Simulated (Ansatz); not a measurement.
**How high a cutoff does the level of V_N in AlN (P6_3mc) need?**

Aim: the (+1/0) level of V_N in AlN (P6_3mc) as a function of the plane-wave cutoff, with the cost of each choice. The model is a cell of 128 host atoms with 1 N taken out; the atoms are relaxed once and then held.

Main program and level: Ansatz 0.2.0; plane-wave PAW DFT; relaxations with PBEsol, then single points with PBEsol, on supercells at fixed charge in a uniform background.

Report form: the programs' logs are mostly left out.

## 1. The structure

The cell holds 127 atoms: 64 Al and 63 N. Cell: a = 14.686 Å, b = 14.686 Å, c = 11.753 Å, α = 125.1°, β = 125.1°, γ = 94.5°. It derives from AlN (space group P6_3mc). Nearest the centre at fractional (0.554, 0.637, 0.750): Al102 at 1.89 Å, Al55 at 1.89 Å, Al117 at 1.89 Å, Al51 at 1.90 Å, N112 at 3.07 Å, N124 at 3.07 Å, N109 at 3.07 Å, N32 at 3.07 Å. The cell carries charge +1.

Screening for the image-charge correction: ε∞ = (4.50, 4.50, 4.73), ε0 = (8.20, 8.20, 9.74), computed on the host (DFPT, PBEsol).

The cell's shortest repeat is 11.8 Å.

## 2. Relaxing both charge states, PBEsol

The study needs fixed structures, so each charge is relaxed once, at one point at (¼, ¼, ¼), from small random displacements that break the symmetry of the site.

The input, qp1.relax/input.yaml:

```yaml
crystal:
  lattice:
    - [-4.67041106, 2.69646303, 4.9836768]
    - [4.67041106, -2.69646303, 4.9836768]
    - [1.55680365, 2.69646308, -4.9836768]
  atoms:
    - { symbol: Al, position: [0.416184, 0.08285, 0.0] }
    - { symbol: Al, position: [0.416184, 0.58285, 0.5] }
    - { symbol: Al, position: [0.916184, 0.08285, 0.5] }
    - { symbol: Al, position: [0.916184, 0.58285, 0.0] }
    - { symbol: Al, position: [0.33285, 0.166184, 0.5] }
    - { symbol: Al, position: [0.33285, 0.666184, 0.0] }
    - { symbol: Al, position: [0.83285, 0.166184, 0.0] }
    - { symbol: Al, position: [0.83285, 0.666184, 0.5] }
    - { symbol: "N", position: [0.10715, 0.273816, 0.5] }
    - { symbol: "N", position: [0.10715, 0.773816, 0.0] }
    - { symbol: "N", position: [0.60715, 0.273816, 0.0] }
    - { symbol: "N", position: [0.60715, 0.773816, 0.5] }
    - { symbol: "N", position: [0.023816, 0.35715, 0.0] }
    - { symbol: "N", position: [0.023816, 0.85715, 0.5] }
    - { symbol: "N", position: [0.523816, 0.35715, 0.5] }
    - { symbol: "N", position: [0.523816, 0.85715, 0.0] }
  supercell: [2, 2, 2]
  defects: [{ vacancy: 120 }]
total_charge: 1
basis:
  ecutwfc: 420
  xc_grid: 2
hamiltonian:
  xc: pbesol
  pseudopotentials: { kind: paw, azcp: { folder: soft_1 }, xc_functional: pbe }
kpoints:
  mp_grid: { grid: [1, 1, 1], shift: [0.25, 0.25, 0.25] }
scf:
  occupations: { method: fixed }
  max_iter: 60
output:
  forces: true
  charged_corrections:
    epsilon: [4.5, 4.5, 4.73]
    static_epsilon: [8.2, 8.2, 9.74]
    defect_position: [0.553575, 0.636908, 0.75]
relax:
  f_tol: 0.015
  max_steps: 60
  random_displacement: { amplitude: 0.04, seed: 6368 }
checkpoint:
  write: "../qp1.relax.run"
  compress: false
  write_wavefunctions: true
  write_every: 100000
```

On the command line:

```bash
$ ansatz run input.yaml --threads 32 --pin off --max-ram 84787MiB --backend cuda --events-out ev --progress --plain --runs-dir out --max-vram 78GiB
```

It took 5.2 s on 1 × NVIDIA GB200 with 32 threads of Arm Neoverse V2, shared host; peak memory 1.6 GiB; 20 s of CPU time.

Relaxation path:

| step | energy less that of the first step (eV) | largest force component (eV/Å) |
| --- | --- | --- |
| 1 | 0.0000 | 1.5330 |
| 2 | -1.4928 | 0.8662 |
| 3 | -2.1024 | 0.0583 |
| 4 | -2.1041 | 0.0323 |
| 5 | -2.1042 | 0.0089 |

The atoms that moved most (Å, from the sites as typed, ahead of the random displacement, the mean shift of all atoms taken out):

| atom | dx | dy | dz | length |
| --- | --- | --- | --- | --- |
| Al51 | 0.001 | 0.000 | -0.085 | 0.085 |
| Al117 | -0.037 | 0.021 | 0.005 | 0.043 |
| Al102 | 0.036 | 0.020 | 0.008 | 0.042 |
| Al55 | 0.001 | -0.041 | 0.008 | 0.042 |
| N126 | 0.010 | -0.006 | -0.017 | 0.020 |
| N94 | 0.000 | 0.000 | 0.017 | 0.017 |
| N124 | 0.000 | 0.011 | -0.013 | 0.017 |
| N112 | -0.009 | -0.005 | -0.013 | 0.017 |

The atoms nearest to the centre after the run:

| atom | distance (Å) |
| --- | --- |
| Al102 | 1.929 |
| Al117 | 1.934 |
| Al55 | 1.938 |
| Al51 | 1.987 |
| N112 | 3.054 |
| N126 | 3.054 |
| N109 | 3.057 |
| N94 | 3.058 |
| N124 | 3.059 |
| N32 | 3.063 |
| Al114 | 3.092 |
| N108 | 3.098 |
| N106 | 3.101 |
| N107 | 3.101 |
| N59 | 3.107 |
| N90 | 3.107 |

| charge | moment set (μB) | steps | largest displacement (Å) | time |
| --- | --- | --- | --- | --- |
| 0 | 1 | 8 | 0.11 | 8.9 s |
| +1 | 0 | 5 | 0.08 | 5.2 s |

The relaxation ends 17 meV an atom lower than the displaced start, with a largest force component of 0.0089 eV/Å.

## 3. First setting: 250 eV

Total energies converge slowly with the cutoff, but a level is a difference between cells with the same atoms, so much of the error should cancel. The host is run again at each cutoff.

The input, qp1.e250/input.yaml:

```yaml
crystal:
  checkpoint: "../qp1.relax.run"
  host: checkpoint
total_charge: 1
basis:
  ecutwfc: 250
  xc_grid: 2
hamiltonian:
  xc: pbesol
  pseudopotentials: { kind: paw, azcp: { folder: soft_1 }, xc_functional: pbe }
kpoints:
  mp_grid: { grid: [1, 1, 1], shift: [0.25, 0.25, 0.25] }
scf:
  occupations: { method: fixed }
  max_iter: 60
output:
  forces: true
  charged_corrections:
    epsilon: [4.5, 4.5, 4.73]
    static_epsilon: [8.2, 8.2, 9.74]
    defect_position: [0.553575, 0.636908, 0.75]
  eigenvalues: true
checkpoint:
  write: "../qp1.e250.run"
  compress: false
  write_wavefunctions: false
  write_every: 100000
```

Run time: 1.7 s. Hardware: 1 × NVIDIA GB200 with 32 threads; peak memory 1.4 GiB.

Both charges and the host at this setting go to place-levels, which corrects for the image charge and aligns the potentials.

The input, levels.e250.yaml:

```yaml
host:
  run: host.e250.run
states: [q0_M1.e250.run, qp1.e250.run]
geometry_from:
  q0_M1.e250.run: q0_M1.relax.run
  qp1.e250.run: qp1.relax.run
  host.e250.run: host.relax.run
```

On the command line:

```bash
$ ansatz place-levels levels.e250.yaml -- --threads 32 --pin off --max-ram 84787MiB
```

Wall time 0.15 s (32 threads).

At this setting the gap is 3.970 eV and (+1/0) lies 3.204 eV above the valence top.

## 4. The other settings

In the defect's inputs only the studied keys change. The next input; the others follow the same pattern (350 eV, 420 eV, 500 eV, 600 eV and 750 eV):

qp1.e300/input.yaml, as its differences from qp1.e250/input.yaml of step 3:

```diff
@@ -5,3 +5,3 @@
 basis:
-  ecutwfc: 250
+  ecutwfc: 300
   xc_grid: 2
@@ -23,3 +23,3 @@
 checkpoint:
-  write: "../qp1.e250.run"
+  write: "../qp1.e300.run"
   compress: false
```

## 5. Result against cost

Times of the states on 1 × NVIDIA GB200 with 32 threads of Arm Neoverse V2, shared host; the host is run again at each setting:

| plane-wave cutoff | gap (eV) | (+1/0) above the valence top (eV) | under the conduction bottom (eV) | level less that at 750 eV (meV) | time, both charge states | time, host and placing | peak memory of a state (GiB) |
| --- | --- | --- | --- | --- | --- | --- | --- |
| 250 eV | 3.970 | 3.204 | 0.766 | -57 | 3.4 s | 2.6 s | 1.4 |
| 300 eV | 4.069 | 3.269 | 0.800 | 9 | 4.2 s | 2.5 s | 1.4 |
| 350 eV | 4.094 | 3.265 | 0.829 | 5 | 3.7 s | 2.9 s | 1.4 |
| 420 eV | 4.098 | 3.260 | 0.839 | 0 | 4.5 s | 3 s | 1.5 |
| 500 eV | 4.099 | 3.260 | 0.839 | 0 | 5.4 s | 3.7 s | 1.6 |
| 600 eV | 4.099 | 3.260 | 0.839 | 0 | 5.2 s | 3.2 s | 1.6 |
| 750 eV | 4.099 | 3.260 | 0.839 | 0 | 6.2 s | 28 s | 2.1 |

## 6. Outcome

| Quantity | Value |
| --- | --- |
| (plus 1/0) level, 250 eV | 3.20 eV |
| (plus 1/0) level, 300 eV | 3.27 eV |
| (plus 1/0) level, 350 eV | 3.27 eV |
| (plus 1/0) level, 420 eV | 3.26 eV |
| (plus 1/0) level, 500 eV | 3.26 eV |
| (plus 1/0) level, 600 eV | 3.26 eV |
| (plus 1/0) level, 750 eV | 3.26 eV |

What this shows: Over the settings in the table the level spans 0.066 eV; from 350 eV on, both the level and its depth under the conduction bottom lie within 0.02 eV of the reference (750 eV, 3.26 eV). The gap is off most at 250 eV, which moves it by 0.13 eV, and the level's depth under the conduction bottom by 0.07 eV. The largest miss of the level above the valence top is 57 meV, with 250 eV. The total energy of the charged cell falls by 55.6 eV over the same range, so nearly all of the basis error cancels in the level. Cell and atoms were held and forces were not judged; the files' recommended cutoff is 420 eV. Only the charges 0 and +1 were run, each from one start, so (+1/0) need not be a change between stable states. The host ran in cells of different size at different settings, so its times don't compare. What this leaves open: one k-point off the zone centre stands for the whole zone; PBEsol makes the gap too small and tends to spread out bound carriers.

[Logs are printed without paths, hosts, clocks, repeated set-up lines and the standing remarks that a program may print on its own settings, such as how far it seeks lower states.]

[Hosts, paths, dates, database ids (printed as entryN), source tags and the programs' standing remarks are cut or masked in the printed files.]

[Where a table of states has a column of steps, it counts the stored structures, which are thinned; the runs took as many ionic steps or more.]

[For some hosts the program warned that the k-mesh of the response run may be too coarse for force constants and the static dielectric constant; such warnings are not shown here.]
